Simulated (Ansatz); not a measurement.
# Bi (R-3m) in Ansatz: notebook

The runs below take Bi through relaxation of the atoms, relaxation of cell and atoms, with PBEsol, LDA.

Everything below comes from runs of Ansatz 0.2.0. Logs are shortened: lines on timing, memory, paths and dates and some standing lists are left out, and cuts for length are marked.

**1. The undisturbed crystal**

It takes space group R-3m (No. 166, trigonal). Conventional cell: a = 4.535 Å, b = 4.535 Å, c = 11.814 Å, α = 90.00°, β = 90.00°, γ = 120.00°. Bi (site symmetry 3m) is surrounded by 6 Bi at 3.06 to 3.52 Å.

**2. Relaxation of the atoms, PBEsol (atoms moved at random, drawn with an rms of 0.1 Å)**

The input, run.py:

```python
import json

import ase.io
import numpy as np

import ansatz as az

atoms = ase.io.read("POSCAR", format="vasp")

calculation = (
    az.Crystal.from_ase(atoms)
    .calculation()
    .kpoints(6, 6, 6)
    .functional("pbesol")
    .pseudopotentials(kind="paw")
    .occupations(method="cold", width=0.15)
    .relax(force_tolerance=0.01, max_steps=40)
    .forces()
    .stress()
)
outcome = calculation.run(threads=2, events_out="events.jsonl")

report = outcome.report
for line in open("events.jsonl"):
    event = json.loads(line)
    if event["event"] == "scf_iter":
        d = event["data"]
        print(f"SCF {d['iter']:3d}  HF = {d['harris_foulkes_ev']:.6f} eV  dr2 = {d['dr2_ev']:.2e} eV")
    elif event["event"] in ("relax_step", "md_step"):
        d = event["data"]
        print(f"{event['event']} {d['step']:3d}  E = {d['lagrangian_ev']:.6f} eV")
np.set_printoptions(precision=5, suppress=True, linewidth=110)
print("converged:", report["converged"], "after", report["n_iterations"], "iterations")
print(f"free energy {report['free_energy_ev']:.6f} eV, Fermi level {report['fermi_energy_ev']:.4f} eV")
for key in ("band_edges_ev", "magnetization_mub", "site_moments_mub", "site_moments_nc_mub", "forces_ev_ang",
                "stress_gpa"):
    if report.get(key) is not None:
        print(key, np.array(report[key]), sep="\n")
```

The input, POSCAR:

```
Bi
1.0
    2.2675000000      1.3091417354      3.9380000000
   -2.2675000000      1.3091417354      3.9380000000
    0.0000000000     -2.6182834708      3.9380000000
Bi
2
Direct
    0.7914420000      0.7589570000      0.7835410000
    0.2353500000      0.2273870000      0.2417330000
```

Potentials or basis: Ansatz PAW.

Launch:

```sh
> python run.py
```

Log:

```text
DeckWarning: basis.ecutwfc = 420 eV, auto-derived from the records' recommended cutoffs: set by Bi (normal level)
DeckWarning: output.stress: scf.convergence.dr2_threshold = 1e-7 eV (the SCF's general default) is looser than the 2e-10 eV advised for a printed stress (1e-10 eV for each atom of the cell: 2). What an SCF threshold leaves in a stress goes as its square root, and in the free energy as the threshold itself, and one threshold admits the most on a small cell: of the crystals measured, under no hybrid functional and no lock of the mo [...]
PlacementWarning: RAYON_NUM_THREADS=2 ignored (pool sized by the plan → 2); use plan(threads=…)
SCF   1  HF = -24483.967291 eV  dr2 = 2.82e-03 eV
SCF   2  HF = -24483.966655 eV  dr2 = 1.31e-03 eV
SCF   3  HF = -24483.966335 eV  dr2 = 1.07e-04 eV
SCF   4  HF = -24483.966334 eV  dr2 = 3.39e-05 eV
SCF   5  HF = -24483.966324 eV  dr2 = 1.34e-06 eV
relax_step   1  E = -24483.966325 eV
SCF   1  HF = -24483.990954 eV  dr2 = 1.26e-02 eV
SCF   2  HF = -24483.988145 eV  dr2 = 1.70e-03 eV
SCF   3  HF = -24483.988080 eV  dr2 = 2.38e-04 eV
SCF   4  HF = -24483.988086 eV  dr2 = 4.36e-06 eV
SCF   5  HF = -24483.988087 eV  dr2 = 2.22e-07 eV
relax_step   2  E = -24483.988087 eV
SCF   1  HF = -24484.017990 eV  dr2 = 1.45e-03 eV
SCF   2  HF = -24484.017821 eV  dr2 = 5.40e-04 eV
SCF   3  HF = -24484.017755 eV  dr2 = 1.99e-05 eV
SCF   4  HF = -24484.017753 eV  dr2 = 1.97e-06 eV
relax_step   3  E = -24484.017753 eV
SCF   1  HF = -24484.020175 eV  dr2 = 1.52e-04 eV
SCF   2  HF = -24484.020143 eV  dr2 = 2.08e-05 eV
SCF   3  HF = -24484.020142 eV  dr2 = 2.64e-06 eV
SCF   4  HF = -24484.020141 eV  dr2 = 4.12e-08 eV
relax_step   4  E = -24484.020141 eV
SCF   1  HF = -24484.020193 eV  dr2 = 6.05e-06 eV
SCF   2  HF = -24484.020192 eV  dr2 = 9.82e-07 eV
SCF   3  HF = -24484.020192 eV  dr2 = 1.28e-07 eV
SCF   4  HF = -24484.020192 eV  dr2 = 2.01e-09 eV
relax_step   5  E = -24484.020192 eV
converged: True after 4 iterations
free energy -24484.020192 eV, Fermi level 9.5223 eV
magnetization_mub
0.0
forces_ev_ang
[[ 0.00312  0.00167  0.00041]
 [-0.00312 -0.00167 -0.00041]]
stress_gpa
[[-0.46929  0.01366 -0.02169]
 [ 0.01366 -0.48392 -0.01162]
 [-0.02169 -0.01162 -0.29094]]
```

Wall time 12 s (2 threads of Arm Neoverse V2, shared host); peak memory 0.54 GiB.

What came out:

```
Free energy                  : -24484.0202 eV
Energy gained by relaxing    : 26.9 meV/atom
Ionic steps                  : 5
Pressure after relaxing      : -0.4 GPa
Largest force after relaxing : 0.004 eV/Å
```

Forces in eV/Å, atoms in the order of the input:
```
Bi   0.003  0.002  0.000
Bi  -0.003 -0.002  0.000
```

Step by step:
| step | energy change (eV) | largest force (eV/Å) |
| --- | --- | --- |
| 1 | 0.0000 | 0.7490 |
| 2 | -0.0218 | 0.4509 |
| 3 | -0.0514 | 0.1408 |
| 4 | -0.0538 | 0.0212 |
| 5 | -0.0539 | 0.0036 |

Final structure:
```xyz
2
Lattice="2.2675 1.3091 3.9380 -2.2675 1.3091 3.9380 0.0000 -2.6183 3.9380" Properties=species:S:1:pos:R:3 pbc="T T T"
Bi    0.0451   -0.0249    9.1198
Bi    0.0467   -0.0241    2.8455
```

Caveat: spin-orbit coupling is left out, which moves the levels of the heavy elements; the thresholds are loose for stress.

**3. Relaxation of cell and atoms, LDA (cell strained at random at fixed volume)**

The input, run.py:

```python
import json

import ase.io
import numpy as np
from ase.calculators.calculator import CalculationFailed, Calculator
from ase.stress import full_3x3_to_voigt_6_stress
from ase.units import GPa
from ase.optimize import BFGS
from ase.filters import UnitCellFilter

import ansatz as az

class AnsatzCalculator(Calculator):
    implemented_properties = ["energy", "free_energy", "forces", "stress", "magmom"]

    def calculate(self, atoms, properties, system_changes):
        super().calculate(atoms, properties, system_changes)
        structure = atoms.copy()
        structure.set_constraint()
        structure.set_momenta(None)
        structure.set_masses(None)
        outcome = (
            az.Crystal.from_ase(structure)
            .calculation()
            .basis(xc_grid=2)
            .kpoints(5, 5, 5)
            .functional("lda")
            .pseudopotentials(kind="paw", accuracy="standard", xc_functional="lda")
            .scf(tolerance=2e-10)
            .occupations(method="cold", width=0.1)
            .forces()
            .stress()
            .run(threads=2)
        )
        if not outcome.report["converged"]:
            raise CalculationFailed("SCF not converged")
        report = outcome.report
        self.results = {
            "free_energy": report["lagrangian_ev"],
            "energy": report["lagrangian_ev"],
            "forces": np.array(report["forces_ev_ang"]),
            "stress": -GPa * full_3x3_to_voigt_6_stress(report["stress_gpa"]),
            "magmom": report["magnetization_mub"],
        }

np.set_printoptions(precision=5, suppress=True, linewidth=110)
atoms = ase.io.read("Bi.xyz")
atoms.calc = AnsatzCalculator()
BFGS(UnitCellFilter(atoms)).run(fmax=0.03, steps=30)
print(f"final energy {atoms.get_potential_energy():.6f} eV, volume {atoms.get_volume() / len(atoms):.4f} A^3/atom")
print("stress (GPa)", atoms.get_stress() / GPa)
print("cell (A)", atoms.cell[:], "scaled positions", atoms.get_scaled_positions(wrap=False), sep="\n")
```

The input, Bi.xyz:

```xyz
2
Lattice="2.1811080000 1.3440140000 3.9191520000 -2.3555400000 1.3288880000 4.0246190000 -0.1003150000 -2.5697360000 3.9375890000" Properties=species:S:1:pos:R:3 pbc="T T T"
Bi    -0.2104562020      0.0790251560      9.1011217600
Bi    -0.0642907980      0.0241408440      2.7802382400
```

Potentials or basis: JTH PAW LDA.

Launch:

```sh
> python run.py
```

Wall time 2.6 min (2 threads of Arm Neoverse V2, shared host); peak memory 1.1 GiB.

Results (log left out):

```
Free energy                            : -24043.5844 eV
Relaxed volume                         : 33.55 Å³/atom
Relaxed cell                           : a = 4.606 Å, b = 4.630 Å, c = 4.608 Å, α = 58.44°, β = 58.59°, γ = 58.48°
Space group after relaxing (to 0.05 Å) : C2/m (No. 12)
Energy gained by relaxing              : 23.5 meV/atom
Ionic steps                            : 9
Pressure after relaxing                : 0.0 GPa
Largest force after relaxing           : 0.028 eV/Å
Band gap on the k mesh                 : 0.38 eV
```

Forces in eV/Å, atoms in the order of the input:
```
Bi   0.017 -0.001  0.022
Bi  -0.017  0.001 -0.022
```

Stress tensor (GPa, compression positive):
```
-0.01  0.03 -0.05
 0.03  0.00 -0.02
-0.05 -0.02 -0.08
```

Step by step:
| step | energy change (eV) | largest force (eV/Å) | pressure (GPa) | volume (Å³) |
| --- | --- | --- | --- | --- |
| 1 | 0.0000 | 0.3037 | -1.51 | 70.14 |
| 2 | -0.0152 | 0.2312 | -1.23 | 69.64 |
| 3 | -0.0391 | 0.1341 | 0.15 | 67.68 |
| 4 | -0.0401 | 0.0965 | -0.03 | 67.85 |
| 5 | -0.0417 | 0.0531 | -0.20 | 67.92 |
| 6 | -0.0451 | 0.0208 | -0.36 | 67.79 |
| 7 | -0.0465 | 0.0423 | -0.27 | 67.44 |
| 8 | -0.0469 | 0.0376 | -0.12 | 67.19 |
| 9 | -0.0470 | 0.0284 | -0.03 | 67.10 |

Final structure:
```
Bi
1.0
     2.24177    1.30723    3.80576
    -2.26983    1.30791    3.81723
    -0.01320   -2.59645    3.80644
Bi
2
Direct
  0.76147 0.76839 0.76301
  0.23853 0.23161 0.23699
```

Caveat: odd divisions of the mesh miss points on the zone boundary, where band edges often lie, so the gap on the mesh can be too wide; spin-orbit coupling is left out, which as a rule narrows the gap of such compounds by several tenths of an eV.
